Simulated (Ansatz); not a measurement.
# Mg (Cmcm) in Ansatz: notebook

One crystal, Mg, is run at these levels: PBE; tasks: relaxation of the atoms.

Program: Ansatz 0.2.0. These are calculated values, not measurements. Logs are shortened: lines on timing, memory, paths and dates and some standing lists are left out, and cuts for length are marked.

## 1. The cell of the first run

The structure is orthorhombic, space group Cmcm (No. 63). Conventional cell: a = 3.081 Å, b = 5.559 Å, c = 5.210 Å, α = 90.00°, β = 90.00°, γ = 90.00°. Mg (site symmetry m2m) is surrounded by 12 Mg at 3.08 to 3.20 Å.

## 2. Relaxation of the atoms, PBE (strain = -0.04)

Contents of input.yaml:

```yaml
crystal:
  lattice:
    - [3.080928, 0.0, 0.0]
    - [-1.540464, 2.7793353284, 0.0]
    - [0.0, 0.0, 5.2103]
  atoms:
    - { symbol: Mg, position: [0.6666666667, 0.3333333333, 0.75] }
    - { symbol: Mg, position: [0.3333333333, 0.6666666667, 0.25] }
kpoints:
  mp_grid: { grid: [10, 10, 5] }
scf:
  occupations: { method: fermi_dirac, width: 0.05 }
hamiltonian:
  xc: pbe
  pseudopotentials: { kind: all_electron, lapw: { basis_error: 0.001 } }
output:
  forces: true
  stress: true
relax:
  f_tol: 0.02
  max_steps: 60
```

Potentials or basis: all-electron LAPW, scalar-relativistic.

Run with:

```bash
$ ansatz run input.yaml --threads 1 --pin off --max-ram 3072MiB --backend cpu --events-out ev --progress --plain --runs-dir out
```

What it wrote:

```text
Warning: RAYON_NUM_THREADS=1 ignored (pool sized by the plan → 1); use --threads N
The last accepted step is kept in <dir> (removed where the run ends without a failure and the disk answers)
LAPW: plane waves up to 5.798 Å⁻¹, error target 1.0e-3 eV per atom; small_component_spin mean_spin; Mg in spheres of 1.494 Å, 10 of its electrons in bands, Dirac shells [] (how accurate: hamiltonian.pseudopotentials.lapw.basis_error, Limitations)
Engine: ansatz 0.2.0, aarch64-unknown-linux-gnu
Pseudopotentials: kind: all_electron
Pseudopotential: Mg, LAPW, valence charge 10, lapw/all_electron/scalar/gaussian/Mg, Koelling and Harmon's equation, gaussian nucleus
Functional definition: PBE
  parameter kappa = 0.804
  parameter beta = 0.06672455060314922
  exchange = pbe_x(kappa = kappa, mu = beta*pi^2/3)
  correlation = pbe_c(beta = beta)
Crystal: 2 atoms, lattice volume = 44.615 Å³
Basis set: ecut = 128.09332568341145 eV, 139 PW (Γ), exchange–correlation at level 2
Bands: 14, of which v1, the nominal top of the filled ones, is band 10 counted from 1 (9 counted from 0)
Symmetry: 8 space group operations
Space group: Cmcm (ITA 63), of the structure as read, at distance tolerance 3.5e-5 Å
k-points: 93 of 500
Non-local potential: Mg, projectors of the file, none
Initial density: superposition of atomic densities (chi_scale 0.1, normalization cell)
Initial wavefunctions: plane waves of lowest kinetic energy (no species holds an atomic orbital)
Functional: x = pbe(κ = 0.804, μ = 0.2195149727645171), c = pbe(β = 0.06672455060314922)
iter 1 solved again at ethr=1.66e-4 eV; its pass at ethr=1.00e-1 eV (dr2=3.33e-2 eV) is discarded
SCF iter   1: F=—  HF=-10902.778597 eV  |F-HF|=—  |Δ(HF+E_count)|=         —  Δρ=9.21e-3  dr2=3.34e-2  ethr=1.66e-4  ⟨swp⟩=3.1  Hψ=9715  notcnv=0
preconditioner: auto → none  [metal: Δε(μ)=0.037 eV  Ē_g=7.053 eV  σ=0.050 eV  W_gap=0.18  n_scr=8 (ndim 8)  ℏωp=11.1 eV  f_vac=0.000  D(μ)=1.02/eV (n_scr^D=2)  sad-step TF]
SCF iter   2: F=—  HF=-10902.768150 eV  |F-HF|=—  |Δ(HF+E_count)|=   1.04e-2  Δρ=6.07e-3  dr2=1.62e-2  ethr=1.66e-4  ⟨swp⟩=2.0  Hψ=3557  notcnv=0
iter 3 solved again at ethr=1.76e-6 eV; its pass at ethr=8.12e-5 eV (dr2=3.52e-4 eV) is discarded
SCF iter   3: F=—  HF=-10902.765046 eV  |F-HF|=—  |Δ(HF+E_count)|=   3.10e-3  Δρ=8.00e-4  dr2=3.52e-4  ethr=1.76e-6  ⟨swp⟩=2.0  Hψ=6188  notcnv=0
SCF iter   4: F=—  HF=-10902.765114 eV  |F-HF|=—  |Δ(HF+E_count)|=   6.72e-5  Δρ=1.04e-4  dr2=6.01e-6  ethr=1.76e-6  ⟨swp⟩=2.0  Hψ=3557  notcnv=0
SCF iter   5: F=-10902.765094 eV  HF=-10902.765094 eV  |F-HF|=2.82e-8  |Δ(HF+E_count)|=   1.98e-5  Δρ=8.46e-6  dr2=2.65e-8  ethr=3.01e-8  ⟨swp⟩=2.6  Hψ=3637  notcnv=0
SCF 1 converged in 5 iterations: F = -10902.765094 eV  dr2 = 2.65e-8
relax step   1: F+E_penalty+E_count = -10902.76509387 eV  Δ(F+E_penalty+E_count) = +0.000e0 eV  max|allowed force component| = 3.250e-2 eV/Å  Δτ_max = 0.0000 Å  (5 SCF iters, dr2 threshold 1.00e-5 eV, accepted)
Initial density: handed on by an earlier stage of this run
Initial wavefunctions: those handed on with the density
iter 1 solved again at ethr=1.01e-7 eV; its pass at ethr=1.00e-1 eV (dr2=2.03e-5 eV) is discarded
SCF iter   1: F=—  HF=-10902.765803 eV  |F-HF|=—  |Δ(HF+E_count)|=         —  Δρ=2.01e-4  dr2=2.19e-5  ethr=1.01e-7  ⟨swp⟩=4.3  Hψ=7335  notcnv=0
preconditioner: auto → none  [metal: Δε(μ)=0.039 eV  Ē_g=7.051 eV  σ=0.050 eV  W_gap=0.19  n_scr=8 (ndim 8)  ℏωp=11.1 eV  f_vac=0.000  D(μ)=1.02/eV (n_scr^D=2)]
SCF iter   2: F=—  HF=-10902.765805 eV  |F-HF|=—  |Δ(HF+E_count)|=   1.59e-6  Δρ=9.27e-5  dr2=4.29e-6  ethr=1.01e-7  ⟨swp⟩=2.0  Hψ=3557  notcnv=0
iter 3 solved again at ethr=4.93e-11 eV; its pass at ethr=2.15e-8 eV (dr2=9.85e-9 eV) is discarded
SCF iter   3: F=-10902.765806 eV  HF=-10902.765806 eV  |F-HF|=1.18e-8  |Δ(HF+E_count)|=   1.24e-6  Δρ=5.66e-6  dr2=9.77e-9  ethr=4.93e-11  ⟨swp⟩=3.0  Hψ=6395  notcnv=0
SCF 2 converged in 3 iterations: F = -10902.765806 eV  dr2 = 9.77e-9
relax step   2: F+E_penalty+E_count = -10902.76580621 eV  Δ(F+E_penalty+E_count) = -7.123e-4 eV  max|allowed force component| = 8.103e-3 eV/Å  Δτ_max = 0.0174 Å  (3 SCF iters, accepted)
SCF converged after 3 iterations
Free energy (F): -10902.765806 eV
Harris-Foulkes:  -10902.765806 eV  (|F-HF|=1.18e-8)
Internal energy: -10902.757493 eV  (E = F + TS)
E sigma→0 (E₀):  -10902.761649 eV
Entropy (-TS):   -0.008313 eV (-4.157 meV/atom)
Fermi energy:    5.677504 eV
--- Per-component energies (eV) ---
  E_band       = -715.023672
  E_kinetic    = 10918.453209
  E_xc         = -895.415709
  E_electrostatic = -20925.794993  (all electrons and nuclei)
  E_smearing   = -0.008313  (= −TS)
  E_closure    = 0.000000  (closes the sum)
  E_atoms      = -10899.778860  (free atoms, spherical and without spin; not in F)
  Σ components = -10902.765806   (vs F -10902.765806, Δ=0.00e0)
  Basis errors (estimates in eV, not in F): energy 2.8e-4 per atom: plane waves 2.7e-4 (1.5e-4 summed), levels above the bands 1.4e-22, relativity 3.4e-9, radial functions 1.0e-5, core shells 5.7e-13; eigenvalues (radial functions only) 2.4e-6; not estimated: angular momenta, meshes, grids; target (lapw.basis_error) 1.0e-3; muffin-tin radii Mg 1.494 Å
--- Forces (eV/Å), atoms counted from 1 ---
  atom   1  Mg     0.00000000    -0.00810284     0.00000000
  atom   2  Mg     0.00000000     0.00810284     0.00000000
  max |Σ_I F_I| component: 0.00e0 eV/Å
--- Stress (GPa, compression-positive) ---
        1.789926       0.000000       0.000000
        0.000000       0.370648       0.000000
        0.000000       0.000000       1.355058
  P = ⅓ Tr σ = 1.1719 GPa (11.719 kbar)
--- Relaxed structure (2 steps of the walk, 2 accepted, 0 SCFs on fresh bases) ---
  F+E_penalty+E_count = -10902.76580621 eV   max|allowed force component| = 8.103e-3 eV/Å
  atoms:
    - { symbol: Mg, position: [0.663534412087229, 0.32706882417445793, 0.7499999999999999] }
    - { symbol: Mg, position: [0.336465587912771, 0.6729311758255421, 0.24999999999999997] }
```

Run time: 7 s. Hardware: 1 thread of Arm Neoverse V2, shared host; peak memory 0.24 GiB.

Results:

```
Free energy                  : -10902.7658 eV
Energy gained by relaxing    : 0.4 meV/atom
Ionic steps                  : 2
Pressure after relaxing      : 1.2 GPa
Largest force after relaxing : 0.008 eV/Å
```

Forces on the atoms (eV/Å):
```
Mg   0.000 -0.008  0.000
Mg   0.000  0.008  0.000
```

The path:
```
step  energy change (eV)  largest force (eV/Å)
   1              0.0000                0.0325
   2             -0.0007                0.0081
```

Final structure:
```
CELL_PARAMETERS angstrom
3.08093 0.00000 0.00000
-1.54046 2.77934 0.00000
0.00000 0.00000 5.21030
ATOMIC_POSITIONS crystal
Mg 0.66353 0.32707 0.75000
Mg 0.33647 0.67293 0.25000
```

## 3. Relaxation of the atoms, PBE (strain = -0.02)

input.yaml, as its differences from that of step 2:

```diff
@@ -2,4 +2,4 @@
   lattice:
-    - [3.080928, 0.0, 0.0]
-    - [-1.540464, 2.7793353284, 0.0]
+    - [3.145114, 0.0, 0.0]
+    - [-1.572557, 2.7793353284, 0.0]
     - [0.0, 0.0, 5.2103]
```

Potentials or basis: all-electron LAPW, scalar-relativistic.

Run with:

```bash
$ ansatz run input.yaml --threads 1 --pin off --max-ram 3072MiB --backend cpu --events-out ev --progress --plain --runs-dir out
```

Run time: 5.9 s. Hardware: 1 thread of Arm Neoverse V2, shared host; peak memory 0.24 GiB.

It converged, with:

- Free energy: -10902.7708 eV
- Energy gained by relaxing: 0.0 meV/atom
- Ionic steps: 2
- Pressure after relaxing: 0.3 GPa
- Largest force after relaxing: 0.015 eV/Å

Forces in eV/Å, atoms in the order of the input:
```
Mg   0.000 -0.015  0.000
Mg   0.000  0.015  0.000
```

Stress tensor (GPa, compression positive):
```
 0.16  0.00  0.00
 0.00 -0.20  0.00
 0.00  0.00  1.08
```

Final structure:
```yaml
crystal:
  lattice:
    - [3.14511, 0.00000, 0.00000]
    - [-1.57256, 2.77934, 0.00000]
    - [0.00000, 0.00000, 5.21030]
  atoms:
    - { symbol: Mg, position: [0.66667, 0.33333, 0.75000] }
    - { symbol: Mg, position: [0.33333, 0.66667, 0.25000] }
```

## 4. Relaxation of the atoms, PBE (strain = -0.01)

input.yaml, as its differences from that of step 3:

```diff
@@ -2,4 +2,4 @@
   lattice:
-    - [3.145114, 0.0, 0.0]
-    - [-1.572557, 2.7793353284, 0.0]
+    - [3.177207, 0.0, 0.0]
+    - [-1.5886035, 2.7793353284, 0.0]
     - [0.0, 0.0, 5.2103]
```

Run with:

```bash
$ ansatz run input.yaml --threads 1 --pin off --max-ram 3072MiB --backend cpu --events-out ev --progress --plain --runs-dir out
```

It took 6.2 s on 1 thread of Arm Neoverse V2, shared host; peak memory 0.24 GiB.

It converged, with:

```yaml
Free_energy: -10902.7704 eV
Energy_gained_by_relaxing: 0.0 meV/atom
Ionic_steps: 2
Pressure_after_relaxing: 0.0 GPa
Largest_force_after_relaxing: 0.008 eV/Å
```

Forces on the atoms (eV/Å):
```
Mg   0.000 -0.008  0.000
Mg   0.000  0.008  0.000
```

Stress tensor (GPa, compression positive):
```
-0.41  0.00  0.00
 0.00 -0.45  0.00
 0.00  0.00  0.77
```

Final structure:
```cif
data_structure
_symmetry_space_group_name_H-M 'P 1'
_symmetry_Int_Tables_number 1
_cell_length_a 3.1772
_cell_length_b 3.2013
_cell_length_c 5.2103
_cell_angle_alpha 90.000
_cell_angle_beta 90.000
_cell_angle_gamma 119.751
_cell_volume 46.01
loop_
_atom_site_label
_atom_site_type_symbol
_atom_site_fract_x
_atom_site_fract_y
_atom_site_fract_z
_atom_site_occupancy
Mg1 Mg 0.66667 0.33333 0.75000 1
Mg2 Mg 0.33333 0.66667 0.25000 1
```

## 5. The runs side by side

```tsv
cell	pressure (GPa)	largest force (eV/Å)
atoms relaxed from: strain = -0.04	1.2	0.01
atoms relaxed from: strain = -0.02	0.3	0.02
atoms relaxed from: strain = -0.01	0.0	0.01
```

Alike in all rows: task relaxation of the atoms; level PBE; potentials or basis all-electron LAPW, scalar-relativistic; no spin polarisation; k mesh 10 × 10 × 5; smearing fermi-dirac 0.05 eV; basis error allowed 0.001 eV/atom.

Compare energies only between runs with the same functional and basis.
